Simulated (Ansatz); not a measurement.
# Tantalum, fcc under revPBE: structure, energy and stiffness

What does revPBE give for tantalum in the fcc structure? We relax it, solve it on a dense k-mesh, then scale the cell to 7 volumes from 88 to 112 % of the relaxed one and try a fit of the equation of state. Spin polarisation is left out. The k-meshes are 13×13×13 for the relaxation; 21×21×21 for the dense run; 14×14×14 for the volumes.

This is Ta in the fcc structure; at room conditions it is bcc.

Method: DFT revPBE, plane waves (420 eV) with PAW, scalar-relativistic; PBE-made PAW files, in Ansatz 0.2.0.

### Step 1. Starting point

The structure is cubic, space group Fm-3m (No. 225). Conventional cell: a = 4.165 Å, b = 4.165 Å, c = 4.165 Å, α = 90.00°, β = 90.00°, γ = 90.00°. Around Ta (site symmetry m-3m) lie 12 Ta at 2.95 Å.

As a file:

```xyz
1
Lattice="0.0000 2.0825 2.0825 2.0825 0.0000 2.0825 2.0825 2.0825 0.0000" Properties=species:S:1:pos:R:3 pbc="T T T"
Ta    0.0000    0.0000    0.0000
```

### Step 2. Relaxation of the cell

The input, input.yaml:

```yaml
crystal:
  lattice:
    - [0.0, 2.0825235034, 2.0825235034]
    - [2.0825235034, 0.0, 2.0825235034]
    - [2.0825235034, 2.0825235034, 0.0]
  atoms:
    - { symbol: Ta, position: [0.0, 0.0, 0.0] }
hamiltonian:
  xc: revpbe
  pseudopotentials:
    kind: paw
    azcp:
      Ta: "pseudopotentials/Ta.paw.azcp"
basis:
  ecutwfc: 420
  fft_grid_basis: typed
kpoints:
  mp_grid: { grid: [13, 13, 13], shift: [0, 0, 0] }
magnetization:
  spin_polarized: false
scf:
  occupations: { method: fermi_dirac, width: 0.1 }
relax:
  max_steps: 60
  f_tol: 0.01
  cell: {}
```

Further steps of the session: Single point on a dense mesh; The cell scaled to 88 % of its volume; The cell scaled to 92 % of its volume; The cell scaled to 96 % of its volume; The cell scaled to 100 % of its volume; The cell scaled to 104 % of its volume; The cell scaled to 108 % of its volume; The cell scaled to 112 % of its volume.

Q: Predict the outcome of this session. Wanted: space group; conventional cell; volume; shortest distance; gap on the mesh; relative to bcc; V₀, B₀, B₀′.

As calculated:

| quantity | value |
| --- | --- |
| space group (spins left aside) | Fm-3m (No. 225) |
| conventional cell | a = 4.241 Å |
| volume | 19.064 Å³/atom |
| shortest distance | 2.999 Å |
| gap on the mesh | none (levels filled in part) |
| relative to bcc | +229 meV/atom |
| V₀, B₀, B₀′ | 19.058 Å³/atom, 185 GPa, 3.7 |

What this shows: The relaxation enlarged the cell by 5.5 % in volume. It lies 229 meV/atom above the element's reference form at the same level (bcc, from a run of its own). No gap shows: it is a metal or semimetal at this level. The fitted modulus is 185 GPa. The symmetry was held, so the structure may be unstable against distortions that break it.
